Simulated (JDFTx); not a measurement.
CsI under changes of volume

One of the cells (47.619 Å³/atom); the others are scaled copies at fixed shape and fractional positions:

```
Cs I
1.0
     4.56670    0.00000    0.00000
     0.00000    4.56670    0.00000
     0.00000    0.00000    4.56670
Cs I
1 1
Direct
  0.00000 0.00000 0.00000
  0.50000 0.50000 0.50000
```

```yaml
Program: JDFTx 1.7.0 (patched build)
Functional: PBE
Potentials_or_basis: PseudoDojo-SR-PBE-0.5-standard with smoothed tails
Cutoff: 952 eV
Density_cutoff: 7619 eV
k_mesh: 6 × 6 × 6
Occupations: fermi-dirac, width 0.05 eV
Spin: no spin polarisation
```

```csv
volume (Å³/atom),energy over the lowest point (meV/atom),pressure (GPa),gap on the mesh (eV)
44.762,?,?,?
45.714,18.89,1.3,4.02
46.666,11.89,1.0,3.95
47.619,6.68,0.7,3.88
48.571,3.08,0.5,3.82
49.523,0.90,0.2,3.76
50.476,0.00,0.0,3.70
```

What does the run at 44.762 Å³/atom give?

Energy over the lowest point 27.92 meV/atom; pressure 1.7 GPa; gap on the mesh 4.10 eV.

Worked out: A Birch-Murnaghan fit of order 3 (a polynomial in V^(-2/3)) to the other rows has its minimum at 50.74 Å³/atom, just outside them, with B0 = V·E''(V) = 9.9 GPa and B' = 5.1. It gives 27.90 meV/atom at 44.762 Å³/atom, against the run's 27.92, and -dE/dV = 1.7 GPa, against 1.7. A straight line through the other rows of the gap, of slope -3.22 eV per unit of ln V, extrapolates to 4.08 eV, against the run's 4.10.

Energies are extrapolated to zero smearing.

Caveats: spin-orbit coupling is left out, which moves the levels of the heavy elements.

A mesh can miss the band edges.
